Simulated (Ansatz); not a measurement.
## A series in volume per atom on SiC

Results calculated with Ansatz 0.2.0, not measured. Periodic Kohn-Sham DFT of a crystal at fixed atoms; pressure and stress are positive in compression; the energy is the free energy less that of spherical unpolarised free atoms; site moments are those in the method's own spheres, positive along +z.

Cell of the first row (space group P6_3mc, No. 186):
```
SiC
1.0
      3.0132     0.0000     0.0000
     -1.5066     2.6095     0.0000
      0.0000     0.0000     4.9450
Si C
2 2
Direct
  0.33333 0.66667 0.00000
  0.66667 0.33333 0.50000
  0.33333 0.66667 0.38500
  0.66667 0.33333 0.88500
```

Settings of every row: method frozen-core PAW; functional PBE; relativity scalar; k mesh 15x15x8; filling fermi-dirac; smearing width 0.08 eV; wave cutoff 420 eV; paw set soft_2.

Atom start moment: 0 on all atoms.

```csv
row,volume per atom (Å³),pressure (GPa)
1,9.721,19.532
2,9.927,13.733
3,10.134,8.471
4,10.238,6.025
5,10.341,3.696
6,10.444,1.477
7,10.548,-0.636
8,10.755,?
9,10.961,-8.134
```

Question: what pressure should row 8 give?

Worked fit of pressure. Take u = (V_r/V)^(2/3) − 1 with V_r = 10.29 Å³ an atom, which is twice the finite (Eulerian) strain; such expansions in the strain, on which the Birch-Murnaghan equation of state is built, carry the rest volume and the bulk modulus. The shown rows have u = 0.03865, 0.02423, 0.01024, 0.00338, -0.00329, -0.00985, -0.01637, -0.04124. Least squares give pressure = 4.8297 + 348.209 × u + 824.56 × u² GPa; a straight line predicts inner rows, each left out in turn, worse (root mean square 0.39 against 0.014 GPa). The rows lie off it by 0.012, -0.018, -0.011, 0.009, 0.003, -0.003, 0.014, -0.006 (root mean square 0.011 GPa). The pressure vanishes at u = -0.0144, or V = 10.52 Å³ an atom, and there the bulk modulus at fixed shape and fractions is B = −V dP/dV = (2/3)(1 + u) dP/du = 213 GPa. Letting shape and atoms relax would as a rule lower it, by much in layered, chain or molecular crystals. The withheld row has u = -0.02904, so the fit gives 4.8297 + 348.209 × (-0.02904) + 824.56 × (-0.02904)² = -4.587 GPa.

The calculation gave -4.567 GPa. The fit lies 0.020 GPa (0.072 % of the column's range) below it; its largest miss of a shown row is 0.018 GPa.
